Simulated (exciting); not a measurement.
# Al (Im-3m) in exciting: further runs, part 2 of 2

exciting (release sodium). Earlier steps stand in the parts before.

## 3. Band structure, PBEsol+D2

run_exciting.py

```python
import subprocess
import xml.etree.ElementTree as ET
from ase.io import read
from ase.units import Bohr

atoms = read("Al.cif")
rmt = {'Al': 1.9}  # bohr
tasks = """
<groundstate do="fromscratch" ngridk="12 12 12" rgkmax="6.5" gmaxvr="14" lmaxapw="12" lmaxmat="12" lmaxvr="8" xctype="GGA_PBE_SOL" stype="Gaussian" swidth="0.00367493" nempty="8" ValenceRelativity="iora*" epsengy="1e-05" epspot="1e-05" maxscl="60" outputlevel="low"/>
<properties>
  <bandstructure>
    <plot1d>
      <path steps="120">
        <point coord="0 0 0" label="G"/>
        <point coord="0.5 -0.5 0.5" label="H"/>
        <point coord="0 0 0.5" label="N"/>
        <point coord="0 0 0" label="G"/>
        <point coord="0.25 0.25 0.25" label="P"/>
        <point coord="0.5 -0.5 0.5" label="H" breakafter="true"/>
        <point coord="0.25 0.25 0.25" label="P"/>
        <point coord="0 0 0.5" label="N"/>
      </path>
    </plot1d>
  </bandstructure>
  <dos nwdos="300" winddos="-0.6 0.5" inttype="tetra" ngrdos="100" nsmdos="1"/>
  <DFTD2/>
</properties>
"""

root = ET.Element("input")
ET.SubElement(root, "title").text = "Al"
structure = ET.SubElement(root, "structure", speciespath="./", tshift="false")
crystal = ET.SubElement(structure, "crystal", scale="1.0")
for vector in atoms.cell / Bohr:
    ET.SubElement(crystal, "basevect").text = " ".join(f"{x:.12f}" for x in vector)
symbols = atoms.get_chemical_symbols()
for element in dict.fromkeys(symbols):
    species = ET.SubElement(structure, "species", speciesfile=element + ".xml", rmt=str(rmt[element]))
    for symbol, position in zip(symbols, atoms.get_scaled_positions(wrap=False)):
        if symbol == element:
            ET.SubElement(species, "atom", coord=" ".join(f"{x:.12f}" for x in position))
root.extend(ET.fromstring("<tasks>" + tasks + "</tasks>"))
ET.indent(root)
ET.ElementTree(root).write("input.xml")
subprocess.run(["exciting_smp"], check=True)
```

Al.cif

```cif
data_Al
_cell_length_a 2.75607162
_cell_length_b 2.75607162
_cell_length_c 2.75607162
_cell_angle_alpha 109.47122063
_cell_angle_beta 109.47122063
_cell_angle_gamma 109.47122063
_space_group_name_H-M_alt 'P1'
_space_group_name_Hall 'P 1'
_space_group_IT_number 1
loop_
_space_group_symop_operation_xyz
'x,y,z'
loop_
_atom_site_label
_atom_site_type_symbol
_atom_site_symmetry_multiplicity
_atom_site_Wyckoff_symbol
_atom_site_fract_x
_atom_site_fract_y
_atom_site_fract_z
_atom_site_occupancy
Al1 Al 1 a 0.0000000000 0.0000000000 0.0000000000 1
```

Potentials or basis: all-electron LAPW+lo, shipped species files, valence relativity iora*.

Run with:

```bash
> OMP_NUM_THREADS=1 python run_exciting.py
```

What it wrote:

```text
================================================================================
EXCITING SODIUM started
[... 10 lines left out ...]

 Lattice vectors (cartesian) :
      5.2082205450      0.0000000000      0.0000000000
     -1.7360735146      4.9103574205      0.0000000000
     -1.7360735146     -2.4551787094      4.2524942683

 Reciprocal lattice vectors (cartesian) :
      1.2063977040      0.4265259985      0.7387647000
     -0.0000000000      1.2795779959      0.7387647000
      0.0000000000     -0.0000000000      1.4775294006

 Unit cell volume                           :     108.7542426802
 Brillouin zone volume                      :       2.2808325205

 Species :    1 (Al)
     parameters loaded from                 :    Al.xml
     name                                   :    aluminium

     atomic positions (lattice) :
       1 :   0.00000000  0.00000000  0.00000000

 Total number of atoms per unit cell        :       1

 Spin treatment                             :    spin-unpolarised

 Number of Bravais lattice symmetries       :      48
 Number of crystal symmetries               :      48

 k-point grid                               :      12   12   12
 Total number of k-points                   :      72
 k-point set is reduced with crystal symmetries

 R^MT_min * |G+k|_max (rgkmax)              :       6.50000000

 G-vector grid sizes                        :      24    24    24
 Total number of G-vectors                  :    5017

 Total nuclear charge                       :     -13.00000000
 Total electronic charge                    :      13.00000000

 Number of empty states                     :       8
 Total number of valence states             :      13

 Exchange-correlation type                  :      22
     PBEsol, Phys. Rev. Lett. 100, 136406 (2008)
     Generalised gradient approximation (GGA)

 Smearing scheme                            :    Gaussian
 Smearing width                             :       0.00367493

++++++++++++++++++++++++++++++++++++++++++++++++++++++++++++++++++++++++++++++++
+ Ending initialization                                                        +
++++++++++++++++++++++++++++++++++++++++++++++++++++++++++++++++++++++++++++++++

********************************************************************************
* Groundstate module started                                                   *
********************************************************************************
 Output level for this task is set to low

++++++++++++++++++++++++++++++++++++++++++++++++++++++++++++++++++++++++++++++++
[... 5 lines left out ...]
+ SCF iteration number :    1                                                  +
++++++++++++++++++++++++++++++++++++++++++++++++++++++++++++++++++++++++++++++++
 Total energy                               :      -241.91180738
 _______________________________________________________________
 Fermi energy                               :         0.28137852
 DOS at Fermi energy (states/Ha/cell)       :        14.21863926
 Electron charge: Core leakage              :         0.00234386

++++++++++++++++++++++++++++++++++++++++++++++++++++++++++++++++++++++++++++++++
+ SCF iteration number :    2                                                  +
++++++++++++++++++++++++++++++++++++++++++++++++++++++++++++++++++++++++++++++++
 Total energy                               :      -242.05092633
 _______________________________________________________________
 Fermi energy                               :         0.28029491
 DOS at Fermi energy (states/Ha/cell)       :        14.05690373
 Electron charge: Core leakage              :         0.00232628
[... 109 lines left out ...]
++++++++++++++++++++++++++++++++++++++++++++++++++++++++++++++++++++++++++++++++
+ SCF iteration number :   11                                                  +
++++++++++++++++++++++++++++++++++++++++++++++++++++++++++++++++++++++++++++++++
 Total energy                               :      -242.34006367
 _______________________________________________________________
 Fermi energy                               :         0.27728849
 DOS at Fermi energy (states/Ha/cell)       :        13.63172788
 Electron charge: Core leakage              :         0.00228844

 RMS change in effective potential (target) :  0.293552E-08  ( 0.100000E-04)
 Absolute change in total energy   (target) :  0.143730E-06  ( 0.100000E-04)
 Charge distance                   (target) :  0.339594E-08  ( 0.100000E-04)

++++++++++++++++++++++++++++++++++++++++++++++++++++++++++++++++++++++++++++++++
| Convergency criteria checked for the last 2 iterations                       +
| Convergence targets achieved. Performing final SCF iteration                 +
++++++++++++++++++++++++++++++++++++++++++++++++++++++++++++++++++++++++++++++++
 Total energy                               :      -242.34006365
 _______________________________________________________________
 Fermi energy                               :         0.27728849
 DOS at Fermi energy (states/Ha/cell)       :        13.63172757
 Electron charge: Core leakage              :         0.00228844

++++++++++++++++++++++++++++++++++++++++++++++++++++++++++++++++++++++++++++++++
[... 12 lines left out ...]
| EXCITING SODIUM stopped                                                      =
================================================================================
```

stdout:

```text
Info(bandstr):
 band structure plot written to BAND.OUT

 Fermi energy is at zero in plot

 Vertex location lines written to BANDLINES.OUT

Info(dos):

   Total density of states written to TDOS.OUT

   Fermi energy is at zero in plot

   DOS units are states/Hartree/unit cell
```

It took 17 s on 1 thread of Intel Xeon Platinum 8488C (Sapphire Rapids), shared host; peak memory 0.18 GiB.

What came out:

```
Free energy                          : -6594.4116 eV
Band gap on the k mesh               : none (metal or under the smearing width)
Dispersion energy per atom           : -0.282 eV
Density of states at the Fermi level : 0.50 states/eV per cell
```

Levels at the corners of the path, in eV from the Fermi level:
| point | band 4 | band 5 | band 6 | band 7 |
| --- | --- | --- | --- | --- |
| Γ | -11.27 | 13.44 | 13.44 | 13.44 |
| H | 1.92 | 1.92 | 1.92 | 2.98 |
| N | -4.38 | -3.86 | 8.35 | 8.36 |
| Γ | -11.27 | 13.44 | 13.44 | 13.44 |
| P | -1.00 | -1.00 | -1.00 | 0.54 |
| H | 1.92 | 1.92 | 1.92 | 2.98 |
| P | -1.00 | -1.00 | -1.00 | 0.54 |
| N | -4.38 | -3.86 | 8.35 | 8.36 |

States per cell in windows of 1 eV (zero at the Fermi level; states under -8 eV left out):
```csv
from (eV),total
-8.0,0.22
-7.0,0.25
-6.0,0.28
-5.0,0.34
-4.0,0.31
-3.0,0.36
-2.0,0.39
-1.0,0.39
0.0,0.42
1.0,0.46
2.0,0.49
3.0,0.46
4.0,0.46
5.0,0.48
6.0,0.51
7.0,0.51
```

Caveat: the log's total energy holds no entropy term; the free energy is that total less TS from the occupations; the dispersion energy is computed afterwards and isn't part of the total energy.
